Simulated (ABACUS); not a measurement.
**BAs: equation of state with PBEsol**

**What was measured.**

“Basic Physical Properties of Cubic Boron Arsenide”, 2019, arxiv:1911.11281 quotes, for a bulk crystal of BAs: bulk modulus 148 GPa.

The system is BAs.

```
As B
1.0
     0.00000    2.38850    2.38850
     2.38850    0.00000    2.38850
     2.38850    2.38850    0.00000
As B
1 1
Direct
  0.75000 0.75000 0.75000
  0.00000 0.00000 0.00000
```

```
Program             : ABACUS 3.10.1
Task                : equation of state
Functional          : PBEsol
Potentials or basis : PseudoDojo NC SR 0.4.1 PBEsol standard
Cutoff              : 1143 eV
Density cutoff      : 4572 eV
Basis               : plane waves
k mesh              : 10 × 10 × 10
Occupations         : fermi-dirac, width 0.05 eV
Spin                : no spin polarisation
```

* Equilibrium volume: 13.56 Å³/atom
* Bulk modulus: 140 GPa
* Pressure derivative of the bulk modulus: 4.1

Energy against volume, from the lowest point:
| volume (Å³/atom) | energy (meV/atom) |
| --- | --- |
| 12.809 | 19.75 |
| 13.081 | 7.62 |
| 13.354 | 1.22 |
| 13.626 | 0.00 |
| 13.899 | 3.46 |
| 14.171 | 11.14 |
| 14.444 | 22.64 |

All runs of the series together: 34 s on 4 threads of Intel(R) Xeon(R) 6975P-C (Granite Rapids), with other jobs on the host.

A measured bulk modulus of BAs is 148 GPa (quoted in “Basic Physical Properties of Cubic Boron Arsenide”, 2019, arxiv:1911.11281); the calculated 140 GPa misses it by -5.3 %. The fit is for a static lattice scaled at fixed shape and fixed fractional positions.
